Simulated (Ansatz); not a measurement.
**AgCl, one cell by several methods**

```yaml
crystal:
  lattice:
    - [-0.02773, 2.75928, 2.75928]
    - [2.75928, -0.02773, 2.75928]
    - [2.75928, 2.75928, -0.02773]
  atoms:
    - { symbol: Ag, position: [0.50000, 0.50000, 0.50000] }
    - { symbol: Cl, position: [0.00000, 0.00000, 0.00000] }
```

Atom numbers follow the list: Ag1, Cl2.

The cell is COD entry 9011666, as deposited and not checked against the literature; nothing was relaxed. The listed cell was then made from it by scaling, straining or moving an atom.

All numbers are computed: DFT, PBE, PAW with Ansatz's default frozen-core files, scalar-relativistic (Ansatz 0.2.0); DFT, PBE, all-electron LAPW, scalar-relativistic (Ansatz 0.2.0).

For PAW: a Γ-centred 8×8×8 k mesh, Fermi–Dirac smearing of 0.02 eV, cutoff 420 eV, no spin polarisation. LAPW targets a basis error of 0.5 meV/atom. The Ansatz runs share mesh, smearing and spin set-up. Plane-wave (PAW) pressures include the program's estimate of the Pulay term.

Stress and pressure are positive in compression.

The change that made this cell: equal xy, yz and zx engineering shear strains of -1 %.

PAW results:

| quantity | PAW |
| --- | --- |
| pressure (GPa) | 1.61 |
| stress yz (GPa) | 0.05 |
| stress xz (GPa) | 0.05 |
| stress xy (GPa) | 0.05 |
| band gap (eV) | 0.900 |

(1) What does LAPW (all electrons) give for the same quantities?

Answers

(1) 
| quantity | LAPW |
| --- | --- |
| pressure (GPa) | 1.61 |
| stress yz (GPa) | 0.05 |
| stress xz (GPa) | 0.05 |
| stress xy (GPa) | 0.05 |
| band gap (eV) | 0.901 |
